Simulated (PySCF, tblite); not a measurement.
Computed geometry: GFN2-xTB, gas phase. One conformer each, none proved a minimum here. Atom numbers follow the mapped SMILES.

Question: Order the C–C distances, shortest first.
A. C4–C5 in `[F:1][c:2]1[n:3][cH:4][cH:5][n:6][c:7]1[F:8]`
B. C7–C8 in `[O:1]=[CH:2][CH:3]1[CH2:4][CH2:5][CH2:6][CH2:7][CH2:8]1` with O1–C2–C3–C4 -16°, C2–C3–C4–C5 -70°, C3–C4–C5–C6 -56°, C4–C5–C6–C7 58°, C5–C6–C7–C8 -59°
C. C5–C7 in `[CH3:1][C@@H:2]1[CH2:3][CH:4]=[C:5]([Cl:6])[C+:7]1[CH2:8][F:9]` (charge +1) with C5–C7–C8–F9 174°
D. C1–C2 in `[CH3:1][C:2]([CH3:3])=[O:4]`

Answer: A (1.385 Å), C (1.407 Å), D (1.509 Å), B (1.526 Å).

- 1.385 Å: aromatic, both ends aromatic CH next to a ring nitrogen, in a 6-membered ring
- 1.407 Å: drawn single in one of several resonance forms, ends: carbon bonded to 2 C and Cl; carbon bonded to 3 C, in a 5-membered ring
- 1.509 Å: drawn single, methyl carbon next to a carbonyl to ketone carbonyl carbon
- 1.526 Å: drawn single, both ends ring CH2 carbon, in a 6-membered ring

Question: Order these C–C–O angles, narrowest first.
A. C1–C2–O4 in `[CH3:1][C:2]([CH3:3])=[O:4]`
B. O1–C2–C3 in `[O:1]=[CH:2][CH:3]1[CH2:4][CH2:5][CH2:6][CH2:7][CH2:8]1` with O1–C2–C3–C4 -16°, C2–C3–C4–C5 -70°, C3–C4–C5–C6 -56°, C4–C5–C6–C7 58°, C5–C6–C7–C8 -59°
C. O3–C4–C6 in `[CH3:1][CH2:2][O:3][C:4](=[O:5])[CH2:6][CH2:7][O:8][CH3:9]` with C1–C2–O3–C4 -83°, C2–O3–C4–O5 1°, O3–C4–C6–C7 101°, C4–C6–C7–O8 -55°, C6–C7–O8–C9 -69°

Answer: C (110.8°), A (122.9°), B (126.4°).
